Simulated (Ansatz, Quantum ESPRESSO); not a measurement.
# In2Se2, 1 layer: the dipole at a withheld member of a series

Method. Quantum ESPRESSO 7.5, PBE, GBRV ultrasoft. Cell and atoms are relaxed without a field with a D3(BJ) correction and then held. Sawtooth field with dipole correction, 17 Å of vacuum in the starting cell, Fermi-Dirac smearing of 0.002 Ry; bands along a path at each field. The series steps the field along the normal.

| field along the normal | dipole (e Å) |
| --- | --- |
| 0 V/Å | −0.000 |
| 0.05 V/Å | 0.028 |
| 0.1 V/Å | 0.057 |
| 0.2 V/Å | 0.113 |
| 0.3 V/Å | 0.170 |

To predict: What is the dipole at 0.4 V/Å?

**Worked estimate.** The rows at 0.2 V/Å and 0.3 V/Å give a slope of (0.170 − (0.113))/(0.3 − (0.2)) = 0.57, so a straight line gives 0.227 e Å. A parabola through these and the row at 0.1 V/Å gives 0.228 e Å.

**Check.** 0.226 e Å. The line misses by +0.001 and the parabola by +0.002 e Å. Both misses are under 5 % of the step from the nearer row.

**Limits.** Ions are held; semilocal gaps are too small; in strong fields empty levels can belong to the vacuum; one stacking. Members without a usable value, or on the other side of zero field or charge, are not listed.
